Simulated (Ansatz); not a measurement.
BeO:
```
CELL_PARAMETERS angstrom
      2.69286     0.00000     0.00000
     -1.34643     2.33209     0.00000
      0.00000     0.00000     4.37282
ATOMIC_POSITIONS crystal
  Be 0.66667 0.33333 0.00015
  Be 0.33333 0.66667 0.50015
  O  0.66667 0.33333 0.37785
  O  0.33333 0.66667 0.87785
```

Tensor components refer to the Cartesian frame of this cell.

Give the high-frequency dielectric tensor and the Born effective charge tensors of the independent atoms from DFPT, DFT-PBEsol in the program Ansatz with PAW potentials.


ε∞:
```
3.11  0.00  0.00
0.00  3.11  0.00
0.00  0.00  3.17
```
Z* of atom 1 (Be), rows: field, columns: displacement, in e:
```
1.79  0.00  0.00
0.00  1.79  0.00
0.00  0.00  1.85
```
Z* of atom 3 (O), rows: field, columns: displacement, in e:
```
-1.79   0.00   0.00
 0.00  -1.79   0.00
 0.00   0.00  -1.85
```

Space group P6_3mc (wurtzite). The PBEsol relaxation kept the symmetry of its start.

Potentials: the later of the program's two PAW sets.
